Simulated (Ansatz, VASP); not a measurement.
Two plane-wave programs on Rh

File POSCAR:

```
Rh
1.0
    0.0000000000      1.9029860865      1.9029860865
    1.9029860865      0.0000000000      1.9029860865
    1.9029860865      1.9029860865      0.0000000000
Rh
1
Direct
    0.0000000000      0.0000000000      0.0000000000
```

The input INCAR.step1:

```
SYSTEM = Rh
PREC = Accurate ; ENCUT = 520
ISMEAR = 0 ; SIGMA = 0.1
LREAL = .False. ; LASPH = .True.
NELM = 100 ; NBANDS = 14
GGA = PE ; ALGO = Normal
EDIFF = 1E-4 ; LWAVE = .True.
LCHARG = .False.
```

The input INCAR.step2:

```
SYSTEM = Rh
PREC = Accurate ; ENCUT = 520
EDIFF = 1E-6 ; ISMEAR = 0
SIGMA = 0.1 ; LREAL = .False.
LASPH = .True. ; NELM = 100
ALGO = Normal ; ISIF = 2
LWAVE = .False. ; LCHARG = .True.
METAGGA = R2SCAN ; LMIXTAU = .True.
LELF = .True. ; LVHAR = .True.
NBANDS = 14 ; ISTART = 1
```

Contents of KPOINTS:

```
Automatic mesh
0
Gamma
  8 8 8
  0 0 0
```

Input for Ansatz:

```yaml
crystal:
  lattice:
    - [0.0, 1.9029860865, 1.9029860865]
    - [1.9029860865, 0.0, 1.9029860865]
    - [1.9029860865, 1.9029860865, 0.0]
  atoms:
    - { symbol: Rh, position: [0.0, 0.0, 0.0] }
basis:
  ecutwfc: 500
kpoints:
  mp_grid: { grid: [8, 8, 8] }
hamiltonian:
  xc: r2scan
scf:
  occupations: { method: gaussian, width: 0.1 }
output:
  forces: true
  stress: true
  eigenvalues: true
```

Alike in both runs: task single point; functional r2SCAN; k mesh 8 × 8 × 8; occupations gaussian, width 0.1 eV; no spin polarisation.

|  | VASP | Ansatz |
| --- | --- | --- |
| version | VASP 6.6.1 | Ansatz 0.2.0 |
| potentials or method | VASP PAW PBE potentials, release 64 (Rh_pv) | scalar-relativistic, plane waves, PAW |
| plane-wave cutoff (eV) | 520 | 500 |
| valence electrons in the cell | 15 | 17 |

|  | VASP | Ansatz | Ansatz less VASP |
| --- | --- | --- | --- |
| gap on the k mesh at the Fermi level (eV) | none | none | - |
| pressure (GPa) | 0.6 | -0.6 | -1.20 |

A gap of «none» marks a metal or a gap that the smearing closes. With one functional, cell and mesh, what is left measures potentials, basis and numerics. The two sets of potentials don't hold the same shells in valence.

Caveats: the PAW data sets were made with another functional, which shifts forces and pressure a little (VASP).
